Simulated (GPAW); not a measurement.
# FeO2: band structure with PBEsol

The system is FeO2.

```
Fe O
1.0
     4.60941    0.00000    0.00000
     0.00000    4.60941    0.00000
     0.00000    0.00000    2.97711
Fe O
2 4
Direct
  0.50000 0.50000 0.50000
  0.00000 0.00000 0.00000
  0.19054 0.80946 0.50000
  0.69054 0.69054 0.00000
  0.30946 0.30946 0.00000
  0.80946 0.19054 0.50000
```

The cell comes from a database or a generator and needn't be the stable form of this composition.

```json
{
  "Program": "GPAW 26.7.0",
  "Task": "band structure",
  "Functional": "PBEsol",
  "Potentials or basis": "PAW data sets generated in the run's folder for this functional",
  "Cutoff": "800 eV",
  "Basis": "pw",
  "k mesh": "4 × 4 × 6",
  "Occupations": "fermi-dirac, width 0.05 eV",
  "Spin": "collinear spin, ferromagnetic start",
  "Starting moments": "[3.0, 3.0, 0.0, 0.0, 0.0, 0.0] μB",
  "Maxiter": "150",
  "Band path": "GXMGZRAZ,XR,MA",
  "Band points": "80"
}
```

The pressure is -21.8 GPa and the largest force is 0.176 eV/Å. The band gap along the path is none (metal or under the smearing width) and the net moment is 6.16 μB per cell. The site moments are Fe +2.61; O +0.13 μB.

Forces on the atoms (eV/Å):
```
Fe   0.000  0.000  0.000
Fe   0.000  0.000  0.000
O   -0.125  0.125  0.000
O   -0.125 -0.125  0.000
O    0.125  0.125  0.000
O    0.125 -0.125  0.000
```

Stress tensor (GPa, compression positive):
```
-18.16   0.00   0.00
  0.00 -18.16   0.00
  0.00   0.00 -28.96
```

Levels at the corners of the path, in eV from the Fermi level:
Spin up:
| point | band 19 | band 20 | band 21 | band 22 | band 23 | band 24 | band 25 | band 26 |
| --- | --- | --- | --- | --- | --- | --- | --- | --- |
| Γ | -1.59 | -1.21 | -1.21 | -0.90 | -0.77 | 1.51 | 1.51 | 1.69 |
| X | -1.89 | -1.89 | -1.09 | -1.09 | 0.79 | 0.79 | 1.38 | 1.38 |
| M | -1.94 | -1.94 | -0.59 | -0.59 | -0.13 | -0.13 | 1.48 | 1.48 |
| Γ | -1.59 | -1.21 | -1.21 | -0.90 | -0.77 | 1.51 | 1.51 | 1.69 |
| Z | -1.54 | -1.54 | -0.72 | -0.72 | -0.14 | -0.14 | 0.41 | 0.41 |
| R | -1.84 | -1.84 | -1.21 | -1.21 | -0.66 | -0.66 | 1.77 | 1.77 |
| A | -1.33 | -1.33 | -1.00 | -1.00 | 0.43 | 0.43 | 0.45 | 0.45 |
| Z | -1.54 | -1.54 | -0.72 | -0.72 | -0.14 | -0.14 | 0.41 | 0.41 |
| X | -1.89 | -1.89 | -1.09 | -1.09 | 0.79 | 0.79 | 1.38 | 1.38 |
| R | -1.84 | -1.84 | -1.21 | -1.21 | -0.66 | -0.66 | 1.77 | 1.77 |
| M | -1.94 | -1.94 | -0.59 | -0.59 | -0.13 | -0.13 | 1.48 | 1.48 |
| A | -1.33 | -1.33 | -1.00 | -1.00 | 0.43 | 0.43 | 0.45 | 0.45 |
Spin down:
```tsv
point	band 15	band 16	band 17	band 18	band 19	band 20
Γ	-0.75	-0.58	-0.41	-0.24	-0.17	-0.17
X	-1.07	-1.07	0.09	0.09	0.22	0.22
M	-1.59	-1.59	-0.39	-0.39	-0.16	-0.16
Γ	-0.75	-0.58	-0.41	-0.24	-0.17	-0.17
Z	-2.27	-2.27	0.12	0.12	0.56	0.56
R	-1.22	-1.22	-0.33	-0.33	0.13	0.13
A	-1.51	-1.51	0.15	0.15	0.36	0.36
Z	-2.27	-2.27	0.12	0.12	0.56	0.56
X	-1.07	-1.07	0.09	0.09	0.22	0.22
R	-1.22	-1.22	-0.33	-0.33	0.13	0.13
M	-1.59	-1.59	-0.39	-0.39	-0.16	-0.16
A	-1.51	-1.51	0.15	0.15	0.36	0.36
```

It took 6.5 min on 1 thread of Arm Neoverse V2 (shared host), peak memory 0.89 GiB.

Caveat: semilocal functionals often make such compounds metallic where correlation or magnetic order opens a gap, which also shifts bond lengths; only a ferromagnetic start was run, and an antiferromagnetic order may lie lower in energy.
